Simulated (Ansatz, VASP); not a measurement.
## HfO2: VASP beside Ansatz

```
Hf O
1.0
     4.75918    0.00000    0.00000
     0.00000    4.75918    0.00000
     0.00000    0.00000    3.15694
Hf O
2 4
Direct
  0.00000 0.00000 0.95821
  0.50000 0.50000 0.54179
  0.19482 0.80518 0.48659
  0.30518 0.30518 0.01341
  0.69482 0.69482 0.01341
  0.80518 0.19482 0.48659
```

Change from the starting cell: mode 4 frozen in at -0.135 Å, equal normal strain along x, y and z -0.0250.

Alike in both runs: task single point; functional PBE; k mesh 6 × 6 × 8; occupations gaussian, width 0.05 eV; no spin polarisation.

|  | VASP | Ansatz |
| --- | --- | --- |
| version | VASP 6.6.1 | Ansatz 0.2.0 |
| potentials or method | VASP PAW PBE potentials, release 64 (Hf_pv, O) | scalar-relativistic, plane waves, PAW |
| plane-wave cutoff (eV) | 520 | 520 |
| valence electrons in the cell | 44 | 76 |

VASP gave:

```
gap on the k mesh at the Fermi level (eV)       : 4.25
least direct gap on the mesh (eV)               : 4.25
pressure (GPa)                                  : 16.7
largest component of the traceless stress (GPa) : 3.90
rms of the force components (eV/Å)              : 0.489
```

Which values does Ansatz return?

gap on the k mesh at the Fermi level (eV): 4.31; least direct gap on the mesh (eV): 4.31; pressure (GPa): 19.8; largest component of the traceless stress (GPa): 4.38; rms of the force components (eV/Å): 0.497.

Atom by atom the forces differ by 0.030 eV/Å (rms over components). The two sets of potentials don't hold the same shells in valence.

Caveats: so large a pressure means that the cell lies far from this level's equilibrium, or that cutoff or potentials fall short (VASP); spin-orbit coupling is left out, which moves the levels of the heavy elements; forces of over 1 eV/Å show positions far from the minimum, so gaps and moduli don't describe the material at rest. A k mesh can miss the band edges.
